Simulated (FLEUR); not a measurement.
The system is CdSe (Cadmoselite).

```xyz
4
Lattice="4.3000 0.0000 0.0000 -2.1500 3.7239 0.0000 0.0000 0.0000 7.0200" Properties=species:S:1:pos:R:3 pbc="T T T"
Cd    2.1500    1.2413    3.5100
Cd    0.0000    2.4826    0.0000
Se    2.1500    1.2413    6.2127
Se    0.0000    2.4826    2.7027
```

Program: FLEUR MaX-R8.1 (later development tree). Alike in all runs: task band structure; potentials or basis all-electron, FLAPW; no spin polarisation; cell as given; k mesh 7 × 7 × 4; smearing fermi-dirac 0.05 eV; kmax 4.67 1/bohr.

Task: Order these runs on this cell by their band gap on the k mesh, lowest first.
A. level LDA exchange alone (X-alpha)
B. level PW91
C. level revPBE

Result: A (0.31 eV), B (0.66 eV), C (0.83 eV).

Runs at the PBE level aren't shown here.
